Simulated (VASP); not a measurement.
# Settings for BAs: optical response with local fields

BAs, F-43m (no. 216), 2 atoms in the cell. PBE, dielectric function with local fields from the Dyson equation; PAW potentials As_GW, B_GW (PBE set). VASP 6.6.1.

Wanted: ε at zero frequency, electronic within 1 %; peak of the loss function within 0.4 eV.

Kernel: RPA (Hartree).

POSCAR:
```
BAs
1.0
    0.0000000000      2.3885000000      2.3885000000
    2.3885000000      0.0000000000      2.3885000000
    2.3885000000      2.3885000000      0.0000000000
As B
1 1
Direct
    0.7500000000      0.7500000000      0.7500000000
    0.0000000000      0.0000000000      0.0000000000
```

The series start from Cutoff of the response function (eV): 100; Frequency points: 80; Bands in all (NBANDS): 36; k mesh: 6 × 6 × 6. Each series keeps the choices made before it, and each single choice may use up half of a tolerance. Times cover all steps of a run.

## Cutoff of the response function (eV)

| Cutoff of the response function (eV) | ε at zero frequency, electronic | Peak of the loss function (eV) | Time (s) |
|---|---|---|---|
| 25 | 11.15 | 21.88 | 12 |
| 50 | 11.13 | 21.85 | 12 |
| 100 | 10.58 | 21.83 | 11 |
| 150 | 10.55 | 21.84 | 14 |
| 200 (reference) | 10.55 | 21.84 | 16 |

Chosen: 100, the loosest value from which every tighter one stays within half of the tolerance.

## Frequency points

| Frequency points | ε at zero frequency, electronic | Peak of the loss function (eV) | Time (s) |
|---|---|---|---|
| 12 | 10.56 | 21.83 | 13 |
| 24 | 10.56 | 22.94 | 15 |
| 48 | 10.64 | 22.07 | 12 |
| 80 (reference) | 10.58 | 21.83 | 11 |

Chosen: 80; the next looser run is off by more than half of the tolerance, so convergence isn't shown beyond this value.

## Bands in all (NBANDS)

| Bands in all (NBANDS) | ε at zero frequency, electronic | Peak of the loss function (eV) | Time (s) |
|---|---|---|---|
| 12 | 10.52 | 23.46 | 6.7 |
| 20 | 10.55 | 21.85 | 8.5 |
| 36 | 10.58 | 21.83 | 11 |
| 68 (reference) | 10.6 | 21.82 | 18 |

Chosen: 20.

## k mesh

| k mesh | ε at zero frequency, electronic | Peak of the loss function (eV) | Time (s) |
|---|---|---|---|
| 4 × 4 × 4 | 14.11 | 22.39 | 4.5 |
| 6 × 6 × 6 | 10.55 | 21.85 | 8.5 |
| 8 × 8 × 8 (reference) | 9.551 | 22.07 | 19 |

Chosen: 8 × 8 × 8; the next looser run is off by more than half of the tolerance, so convergence isn't shown beyond this value.

## All choices together

| Input | ε at zero frequency, electronic | Peak of the loss function (eV) | Time (s) |
|---|---|---|---|
| default bands, cutoff and frequencies, which give no response at all (naive) | 1 | – | 100 |
| chosen settings | 9.551 | 22.07 | 19 |
| reference settings throughout | 9.568 | 21.98 | 81 |

The chosen settings stay within the tolerance of the reference run, but the reference itself isn't shown to be converged in: Frequency points, k mesh.

## The input

INCAR.step1:
```
SYSTEM = BAs
  PREC = Accurate
  ENCUT = 320
  ISMEAR = 0
  SIGMA = 0.02
  EDIFF = 1E-8
  LASPH = .True.
  KPAR = 4
  LWAVE = .True.
  LCHARG = .False.
```

INCAR.step2, as INCAR.step1 but for:
```
- EDIFF = 1E-8
+ EDIFF = 1E-7
+ ALGO = Exact
+ NELM = 1
+ LOPTICS = .True.
+ ISTART = 1
+ NBANDS = 20
+ NEDOS = 2000
```

INCAR.step3:
```
SYSTEM = BAs
  PREC = Accurate
  ENCUT = 320
  ISMEAR = 0
  SIGMA = 0.02
  LASPH = .True.
  KPAR = 4
  LWAVE = .False.
  LCHARG = .False.
  ALGO = CHI
  ISTART = 1
  NBANDS = 20
  ENCUTGW = 100
  NOMEGA = 80
  LRPA = .True.
  CSHIFT = 0.3
```

KPOINTS:
```
Automatic mesh
0
Gamma
  8 8 8
  0 0 0
```

Commands (each step's output is kept before the next begins):
```
cat potpaw_PBE.64/As_GW/POTCAR potpaw_PBE.64/B_GW/POTCAR > POTCAR
cp INCAR.step1 INCAR
mpirun -np 4 vasp_std > vasp.out
cp INCAR.step2 INCAR
mpirun -np 4 vasp_std > vasp.out
cp INCAR.step3 INCAR
mpirun -np 4 vasp_std > vasp.out
```

Limits: The 8×8×8 mesh is coarse for a spectrum: peaks stand apart that a denser mesh merges.

The chosen input took VASP 6.6.1 19 s on 4 cores (AMD EPYC 9R45 (Zen 5)), a shared host.
